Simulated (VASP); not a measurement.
# N2 in VASP: further runs

One molecule, N2, is run at these levels: PBEsol, RPBE; tasks: relaxation of the atoms.

All numbers are computed with VASP 6.6.1; they aren't measurements. Logs are shortened: lines on timing, memory, paths and dates and some standing lists are left out, and cuts for length are marked.

### 1 The molecule as given

The cell holds a molecule in a box, 2 atoms: a = 10.000 Å, b = 10.500 Å, c = 11.000 Å, α = 90.00°, β = 90.00°, γ = 90.00°.

### 2 Relaxation of the atoms, PBEsol

INCAR reads:

```
SYSTEM = N
ALGO = Normal ; EDIFF = 1E-7
EDIFFG = -0.005 ; ENCUT = 500
GGA = PS ; IBRION = 2
ISIF = 2 ; ISMEAR = 0
ISYM = 0 ; LASPH = .TRUE.
LCHARG = .FALSE. ; LREAL = .FALSE.
LWAVE = .FALSE. ; NELM = 100
NSW = 90 ; PREC = Accurate
SIGMA = 0.02
```

KPOINTS reads:

```
k-points
0
G
  1 1 1
  0 0 0
```

POSCAR reads:

```
N
1.0
   10.0000000000      0.0000000000      0.0000000000
    0.0000000000     10.5000000000      0.0000000000
    0.0000000000      0.0000000000     11.0000000000
N
2
Direct
    0.5000000000      0.5000000000      0.4500000000
    0.5000000000      0.5000000000      0.5500000000
```

Potentials or basis: VASP PAW PBE potentials, release 64 (N).

Command:

```
$ cat potpaw_PBE.64/N/POTCAR > POTCAR
$ mpirun -np 1 vasp_std > vasp.out
```

OUTCAR:

```text
SYSTEM = N
   EDIFF = 1E-7
   EDIFFG = -0.005
   ENCUT = 500
   GGA = PS
   IBRION = 2
   ISIF = 2
   ISMEAR = 0
   ISYM = 0
   LASPH = .TRUE.
   LREAL = .FALSE.
   NELM = 100
   NSW = 90
   PREC = Accurate

 ion  position               nearest neighbor table
   1  0.500  0.500  0.450-   2 1.10
   2  0.500  0.500  0.550-   1 1.10

IMPORTANT INFORMATION: All symmetrisations will be switched off!
NOSYMM: (Re-)initialisation of all symmetry stuff for point group C_1.

----------------------------------------------------------------------------------------

                                     Primitive cell

  volume of cell :    1155.0000

  direct lattice vectors                    reciprocal lattice vectors
    10.000000000  0.000000000  0.000000000     0.100000000  0.000000000  0.000000000
     0.000000000 10.500000000  0.000000000     0.000000000  0.095238095  0.000000000
     0.000000000  0.000000000 11.000000000     0.000000000  0.000000000  0.090909091

  length of vectors
    10.000000000 10.500000000 11.000000000     0.100000000  0.095238095  0.090909091

  position of ions in fractional coordinates (direct lattice)
     0.500000000  0.500000000  0.450000000
     0.500000000  0.500000000  0.550000000

  ion indices of the primitive-cell ions
   primitive index   ion index
                 1           1
                 2           2

----------------------------------------------------------------------------------------

 KPOINTS: k-points

Automatic generation of k-mesh.
 Grid dimensions read from file:
 generate k-points for:    1    1    1

 Generating k-lattice:

  Cartesian coordinates                     Fractional coordinates (reciprocal lattice)
     0.100000000  0.000000000  0.000000000     1.000000000  0.000000000  0.000000000
     0.000000000  0.095238095  0.000000000     0.000000000  1.000000000  0.000000000
     0.000000000  0.000000000  0.090909091     0.000000000  0.000000000  1.000000000

  Length of vectors
     0.100000000  0.095238095  0.090909091

  Shift w.r.t. Gamma in fractional coordinates (k-lattice)
     0.000000000  0.000000000  0.000000000

 Subroutine IBZKPT returns following result:
 ===========================================

 Found      1 irreducible k-points:

 Following reciprocal coordinates:
            Coordinates               Weight
  0.000000  0.000000  0.000000      1.000000
   k-points           NKPTS =      1   k-points in BZ     NKDIM =      1   number of bands    NBANDS=      9
   number of dos      NEDOS =    301   number of ions     NIONS =      2
   total plane-waves  NPLWV = 512000
   dimension x,y,z NGX =    80 NGY =   80 NGZ =   80
   dimension x,y,z NGXF=   160 NGYF=  160 NGZF=  160
   ions per type =               2
   NGX,Y,Z   is equivalent  to a cutoff of  13.30, 12.67, 12.09 a.u.
   NGXF,Y,Z  is equivalent  to a cutoff of  26.60, 25.33, 24.18 a.u.
 SYSTEM =  N
   PREC   = accura    normal or accurate (medium, high low for compatibility)
   ISTART =      0    job   : 0-new  1-cont  2-samecut
   ICHARG =      2    charge: 1-file 2-atom 10-const
   ISPIN  =      1    spin polarized calculation?
   LNONCOLLINEAR =      F non collinear calculations
   LSORBIT =      F    spin-orbit coupling
   LASPH  =      T    aspherical Exc in radial PAW
   ENCUT  =  500.0 eV  36.75 Ry    6.06 a.u.  18.23 19.14 20.06*2*pi/ulx,y,z
   NELM   =    100;   NELMIN=  2; NELMDL= -5     # of ELM steps
   EDIFF  = 0.1E-06   stopping-criterion for ELM
   LREAL  =      F    real-space projection
   EDIFFG = -.5E-02   stopping-criterion for IOM
   NSW    =     90    number of steps for IOM
   IBRION =      2    ionic relax: 0-MD 1-quasi-New 2-CG
   NFREE  =      1    steps in history (QN), initial steepest desc. (CG)
   ISIF   =      2    stress and relaxation
   ISYM   =      0    0-nonsym 1-usesym 2-fastsym
   POTIM  = 0.5000    time-step for ionic-motion
   TEBEG  =    0.0;   TEEND  =   0.0 temperature during run
   PSTRESS=    0.0 pullay stress
   NELECT =      10.0000    total number of electrons
   NUPDOWN=      -1.0000    fix difference up-down
   EMIN   =  10.00;   EMAX   =-10.00  energy-range for DOS
   EFERMI =   0.00;   METHOD = LEGACY
   ISMEAR =     0;   SIGMA  =   0.02  broadening in eV -4-tet -1-fermi 0-gaus
   EFERMI_NEDOS =   21; number of points for ismear=-14 and -15
   IALGO  =     38    algorithm
   IMIX   =      4    mixing-type and parameters
     AMIX     =   0.40;   BMIX     =  1.00
     AMIX_MAG =   1.60;   BMIX_MAG =  1.00
  volume/ion in A,a.u.               =     577.50      3897.16
  Fermi-wavevector in a.u.,A,eV,Ry     =   0.336161  0.635252  1.537517  0.113004
  Thomas-Fermi vector in A             =   1.236311
   LORBIT       =      0    0 simple, 1 ext, 2 COOP (PROOUT), +10 PAW based schemes
   GGA     = PS    functional components
   LHFCALC =     F    Hartree Fock is set to
   AEXX    =    0.0000 exact exchange contribution
   IVDW    =     0    specifies the selected vdW correction
   LEPSILON=     F    determine dielectric tensor
   LRPA    =     F    only Hartree local field effects (RPA)
 conjugate gradient relaxation of ions
 non-spin polarized calculation
 Gauss-broadening in eV      SIGMA  =   0.02
  energy-cutoff  :      500.00
  volume of cell :     1155.00
 maximum number of plane-waves:     29299
 NGX is ok and might be reduce to    80
   NGX = 37   NGY = 39   NGZ = 41

--------------------------------------- Ionic step        1  -------------------------------------------

 number of electron      10.0000004 magnetization

 Free energy of the ion-electron system (eV)
  ---------------------------------------------------
  ext. energy  EPLUGINS =         0.00000000
  ---------------------------------------------------
  free energy    TOTEN  =       -17.04817926 eV

  energy without entropy =      -17.04817926  energy(sigma->0) =      -17.04817926

------------------------ aborting loop because EDIFF is reached ----------------------------------------

  FORCE on cell =-STRESS in cart. coord.  units (eV):
  Direction    XX          YY          ZZ          XY          YZ          ZX
  --------------------------------------------------------------------------------------
  -------------------------------------------------------------------------------------
  Total       -0.0916614     -0.0909911      1.9809585     -0.0000000     -0.0000006     -0.0000001
  in kB       -0.1271497     -0.1262198      2.7479193     -0.0000000     -0.0000009     -0.0000001
  external PRESSURE =       0.8315166 kB  Pullay stress =       0.0000000 kB

 VOLUME and BASIS-vectors are now :
 -----------------------------------------------------------------------------
  energy-cutoff  :      500.00
  volume of cell :     1155.00
      direct lattice vectors                 reciprocal lattice vectors
    10.000000000  0.000000000  0.000000000     0.100000000  0.000000000  0.000000000
     0.000000000 10.500000000  0.000000000     0.000000000  0.095238095  0.000000000
     0.000000000  0.000000000 11.000000000     0.000000000  0.000000000  0.090909091
[... 73 lines left out ...]
 POSITION                                       TOTAL-FORCE (eV/Angst)
 -----------------------------------------------------------------------------------
      5.00000      5.25000      4.94354        -0.000000      0.000000      0.154910
      5.00000      5.25000      6.05646         0.000000     -0.000000     -0.154910
 -----------------------------------------------------------------------------------
    total drift:                                0.000000      0.000000      0.000004

  FREE ENERGIE OF THE ION-ELECTRON SYSTEM (eV)
  ---------------------------------------------------
  free  energy   TOTEN  =       -17.0592862745 eV

  energy  without entropy=      -17.0592862745  energy(sigma->0) =      -17.05928627

[... ionic steps 4 to 7 ...]

--------------------------------------- Ionic step        8  -------------------------------------------

 number of electron      10.0000004 magnetization

------------------------ aborting loop because EDIFF is reached ----------------------------------------

  FORCE on cell =-STRESS in cart. coord.  units (eV):
  Direction    XX          YY          ZZ          XY          YZ          ZX
  --------------------------------------------------------------------------------------
  -------------------------------------------------------------------------------------
  Total       -0.0841539     -0.0835349     -0.0964240      0.0000000      0.0000000     -0.0000000
  in kB       -0.1167355     -0.1158768     -0.1337562      0.0000000      0.0000000     -0.0000000
  external PRESSURE =      -0.1221228 kB  Pullay stress =       0.0000000 kB

 VOLUME and BASIS-vectors are now :
 -----------------------------------------------------------------------------
  energy-cutoff  :      500.00
  volume of cell :     1155.00
      direct lattice vectors                 reciprocal lattice vectors
    10.000000000  0.000000000  0.000000000     0.100000000  0.000000000  0.000000000
     0.000000000 10.500000000  0.000000000     0.000000000  0.095238095  0.000000000
     0.000000000  0.000000000 11.000000000     0.000000000  0.000000000  0.090909091
[... 37 lines left out ...]
 POSITION                                       TOTAL-FORCE (eV/Angst)
 -----------------------------------------------------------------------------------
      5.00000      5.25000      4.94407        -0.000000     -0.000000     -0.005541
      5.00000      5.25000      6.05593         0.000000      0.000000      0.005541
 -----------------------------------------------------------------------------------
    total drift:                               -0.000000      0.000000      0.000000

  FREE ENERGIE OF THE ION-ELECTRON SYSTEM (eV)
  ---------------------------------------------------
  free  energy   TOTEN  =       -17.0593649878 eV

  energy  without entropy=      -17.0593649878  energy(sigma->0) =      -17.05936499

--------------------------------------- Ionic step       10  -------------------------------------------

 number of electron      10.0000004 magnetization

 Free energy of the ion-electron system (eV)
  ---------------------------------------------------
  ext. energy  EPLUGINS =         0.00000000
  ---------------------------------------------------
  free energy    TOTEN  =       -17.05936509 eV

  energy without entropy =      -17.05936509  energy(sigma->0) =      -17.05936509

 E-fermi :  -9.8660     XC(G=0):  -0.5148

 val. band max:      -10.0288242613   @ k =   0.0000   0.0000   0.0000
 cond. band min:      -1.9860104374   @ k =   0.0000   0.0000   0.0000
 fundamental gap:      8.0428138239
 Fermi energy:        -9.8659886063

 k-point     1 :       0.0000    0.0000    0.0000
  band No.  band energies     occupation
      1     -28.0346      2.00000
      2     -13.3245      2.00000
      3     -11.4459      2.00000
      4     -11.4459      2.00000
      5     -10.0288      2.00000
      6      -1.9860      0.00000
      7      -1.9859      0.00000
      8      -0.1508      0.00000
      9       1.0080      0.00000

------------------------ aborting loop because EDIFF is reached ----------------------------------------

  FORCE on cell =-STRESS in cart. coord.  units (eV):
  Direction    XX          YY          ZZ          XY          YZ          ZX
  --------------------------------------------------------------------------------------
  -------------------------------------------------------------------------------------
  Total       -0.0846834     -0.0840647     -0.1014486      0.0000000      0.0000000     -0.0000000
  in kB       -0.1174699     -0.1166117     -0.1407260      0.0000000      0.0000000     -0.0000000
  external PRESSURE =      -0.1249359 kB  Pullay stress =       0.0000000 kB
[... 10 lines left out ...]
 POSITION                                       TOTAL-FORCE (eV/Angst)
 -----------------------------------------------------------------------------------
      5.00000      5.25000      4.94406         0.000000     -0.000000     -0.002683
      5.00000      5.25000      6.05594        -0.000000      0.000000      0.002683
 -----------------------------------------------------------------------------------
    total drift:                                0.000000      0.000000      0.000000

  FREE ENERGIE OF THE ION-ELECTRON SYSTEM (eV)
  ---------------------------------------------------
  free  energy   TOTEN  =       -17.0593650851 eV

  energy  without entropy=      -17.0593650851  energy(sigma->0) =      -17.05936509

 reached required accuracy - stopping structural energy minimisation
```

Wall time 3.2 min (1 thread of Intel Xeon 6975P-C (Granite Rapids), shared host); peak memory 1 GiB.

What came out:

```yaml
Free_energy: -17.0594 eV
Energy_gained_by_relaxing: 5.6 meV/atom
Ionic_steps: 10
Gap_between_the_frontier_levels: 8.04 eV
```

Forces on the atoms (eV/Å):
```
N    0.000  0.000 -0.003
N    0.000  0.000  0.003
```

The path:
| step | energy change (eV) | largest force (eV/Å) | pressure (GPa) |
| --- | --- | --- | --- |
| 1 | 0.0000 | 1.9088 | 0.08 |
| 2 | 1.4742 | 13.7887 | -0.82 |
| 3 | -0.0111 | 0.1549 | -0.02 |
| 4 | -0.0112 | 0.0067 | -0.01 |
| 5 | -0.0112 | 0.0297 | -0.01 |
| 6 | -0.0112 | 0.0244 | -0.01 |
| 7 | -0.0112 | 0.0085 | -0.01 |
| 8 | -0.0112 | 0.0069 | -0.01 |
| 9 | -0.0112 | 0.0055 | -0.01 |
| 10 | -0.0112 | 0.0027 | -0.01 |

Final structure:
```
N
1.0
    10.00000    0.00000    0.00000
     0.00000   10.50000    0.00000
     0.00000    0.00000   11.00000
N
2
Cartesian
  5.0000 5.2500 4.9441
  5.0000 5.2500 6.0559
```

Levels at points of the mesh, in eV from the valence-band top:
```
           k point  band 1  band 2  band 3  band 4  band 5  band 6  band 7  band 8  band 9
(0.00, 0.00, 0.00)  -18.01   -3.30   -1.42   -1.42    0.00    8.04    8.04    9.88   11.04
```

Caveat: the standard files for N, O and F lose accuracy on very short bonds; the PAW data sets were made with another functional, which shifts forces and pressure a little.

### 3 Relaxation of the atoms, PBEsol

Changes to INCAR since step 2:

```diff
@@ -2,3 +2,3 @@
 ALGO = Normal ; EDIFF = 1E-7
-EDIFFG = -0.005 ; ENCUT = 500
+EDIFFG = -0.005 ; ENCUT = 400
 GGA = PS ; IBRION = 2
```

KPOINTS is that of step 2.

POSCAR is that of step 2.

Potentials or basis: VASP PAW PBE potentials, release 64 (N_s).

Command:

```
$ cat potpaw_PBE.64/N_s/POTCAR > POTCAR
$ mpirun -np 1 vasp_std > vasp.out
```

It took 3.2 min on 1 thread of Intel Xeon 6975P-C (Granite Rapids), shared host; peak memory 0.7 GiB.

Results (log left out):

* Free energy: -16.1763 eV
* Energy gained by relaxing: 109.4 meV/atom
* Ionic steps: 10
* Gap between the frontier levels: 7.25 eV

Step by step:
| step | energy change (eV) | largest force (eV/Å) | pressure (GPa) |
| --- | --- | --- | --- |
| 1 | 0.0000 | 8.7833 | 0.43 |
| 2 | 9.2419 | 9.5835 | -0.87 |
| 3 | 3.7761 | 14.7716 | -1.03 |
| 4 | 0.3130 | 9.6347 | -0.56 |
| 5 | -0.1946 | 2.4743 | -0.14 |
| 6 | -0.2181 | 0.4517 | -0.04 |
| 7 | -0.2188 | 0.0077 | -0.01 |
| 8 | -0.2188 | 0.1377 | -0.02 |
| 9 | -0.2121 | 1.4008 | 0.06 |
| 10 | -0.2188 | 0.0005 | -0.01 |

Final structure:
```xyz
2
Lattice="10.0000 0.0000 0.0000 0.0000 10.5000 0.0000 0.0000 0.0000 11.0000" Properties=species:S:1:pos:R:3 pbc="T T T"
N     5.0000    5.2500    4.9235
N     5.0000    5.2500    6.0765
```

Levels at points of the mesh, in eV from the valence-band top:
| k point | band 1 | band 2 | band 3 | band 4 | band 5 | band 6 | band 7 | band 8 | band 9 |
| --- | --- | --- | --- | --- | --- | --- | --- | --- | --- |
| (0.00, 0.00, 0.00) | -17.93 | -3.80 | -1.41 | -1.41 | 0.00 | 7.25 | 7.25 | 9.71 | 10.85 |

Caveat: the standard files for N, O and F lose accuracy on very short bonds; the PAW data sets were made with another functional, which shifts forces and pressure a little. Expect the measured gap to be larger: semilocal functionals such as PBEsol lack the derivative discontinuity.

(Continued in part 2 of 2.)
